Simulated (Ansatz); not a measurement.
**GaP (zincblende): gap against strain (epitaxial in the xy plane)**

Zincblende GaP, relaxed with r2SCAN in Ansatz, then strained (epitaxial in the xy plane; changes of length per length, axes as in the cell below) with the atoms relaxed again within the symmetry that is left. Space group F-43m (No. 216), cubic; conventional cell a = 5.451 Å, 20.24 Å³ an atom. Around Ga lie 4 P at 2.36 Å; around P lie 4 Ga at 2.36 Å. Calculated for a static, non-magnetic cell.

```
Ga P
1.0
     0.00000    2.72540    2.72540
     2.72540    0.00000    2.72540
     2.72540    2.72540    0.00000
Ga P
1 1
Direct
  0.00000 0.00000 0.00000
  0.25000 0.25000 0.25000
```

Gaps are the least over each mesh (PBE 8×8×8, r2SCAN 8×8×8, HSE06 6×6×6 when unstrained) and the special points, which keep their unstrained names; stress is the change from the unstrained cell, compression positive.

```csv
strain (%),free normal strain (%),"gap, PBE (eV)","gap, r2SCAN (eV)","gap, HSE06 (eV)","edges, HSE06","in-plane stress, r2SCAN (GPa)","energy rise, r2SCAN (meV/atom)"
-4.0,+3.35,1.137,1.373,1.793,Γ → Γ–X (0.85),+6.95,33.6
-3.16,+2.66,1.236,1.475,–,–,+5.33,20.6
-3.0,+2.53,1.255,1.494,1.915,Γ → Γ–X (0.85),+5.03,18.5
-2.0,+1.70,1.370,1.613,2.033,Γ → Γ–X (0.85),+3.24,8.1
-1.0,+0.86,1.482,1.729,2.148,Γ → Γ–X (0.85),+1.56,2.0
0.0,0.00,1.592,1.844,2.260,Γ → Γ–X (0.85),0.00,0.0
+1.5,-1.27,1.363,1.599,2.025,Γ → Γ–X (0.84),-2.17,4.1
+4.0,-3.48,0.993,1.207,1.640,Γ → Γ–X (0.82),-5.30,27.9
+5.38,-4.74,0.796,0.997,1.430,Γ → Γ–X (0.82),-6.80,49.1
```

Task: Estimate the row for a strain of -2.5 %.

Result:
```csv
strain (%),free normal strain (%),"gap, PBE (eV)","gap, r2SCAN (eV)","gap, HSE06 (eV)","edges, HSE06","in-plane stress, r2SCAN (GPa)","energy rise, r2SCAN (meV/atom)"
-2.5,+2.12,1.313,1.554,1.974,Γ → Γ–X (0.85),+4.12,12.7
```

Between zero and the nearest strains the slope of the HSE06 gap against strain is +0.112 eV per percent for negative and -0.156 for positive strain; it falls either way, as happens when edge states split or other valleys take over.

Where an edge lies off the special points, it is a point of the mesh or the k point where a search put PBE's edge or least direct gap, reused for the other functionals, whose own edges may lie a little apart.

The meshes of the hybrids are coarse, so their gaps aren't converged to the digits shown.
